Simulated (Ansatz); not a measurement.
The structure below was relaxed with PBEsol (Ansatz, a first-principles code; PAW; 420 eV plane waves; scalar-relativistic without spin-orbit coupling), at pressure 60 GPa.

```xyz
2
Lattice="0.0000 2.4015 2.4015 2.4015 0.0000 2.4015 2.4015 2.4015 0.0000" Properties=species:S:1:pos:R:3 pbc="T T T"
Br     0.0000     0.0000     0.0000
Na     2.4015     2.4015     2.4015
```

Find the space group and the Wyckoff positions.

Space group Fm-3m (No. 225); a = b = c = 4.8029 Å, α = β = γ = 90.00°

```
atom  site  symmetry       x       y       z
----  ----  --------  ------  ------  ------
Br      4a      m-3m  0.0000  0.0000  0.0000
Na      4b      m-3m  0.5000  0.5000  0.5000
```

Load acts through the strain it causes; cell and atoms are relaxed under it. Stability against distortions was not tested. No other phases were tried under pressure. The cell was made from NaBr in the rock salt structure (space group Fm-3m, No. 225) by this change: pressure 60 GPa.
